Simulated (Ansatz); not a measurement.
Results of PBE-D3(BJ) (Ansatz, an electronic-structure program, PAW) for zinc-blende AlSb.

Settings: plane-wave cutoff 520 eV, 10×10×10 k mesh, perturbation theory, scalar-relativistic PAW data made under PBE.

Cell (relaxed at this level):

```xyz
2
Lattice="0.0000 3.0745 3.0745 3.0745 0.0000 3.0745 3.0745 3.0745 0.0000" Properties=species:S:1:pos:R:3 pbc="T T T"
Al     0.0000     0.0000     0.0000
Sb     4.6118     4.6118     4.6118
```

Question: What does this level give for the TO(Γ) frequency?

Answer: 
- TO(Γ) frequency = 316 cm⁻¹

Measured, for comparison: zone-centre TO phonon frequency 323 cm⁻¹ (temperature not stated, not corrected to a static lattice; as tabulated in Giannozzi et al., Phys. Rev. B (1991)). Computed (rounded) less measured: zone-centre TO phonon frequency -2 %.

Note: the dispersion coefficients are held fixed in the derivatives.

Spin–orbit coupling is not included.
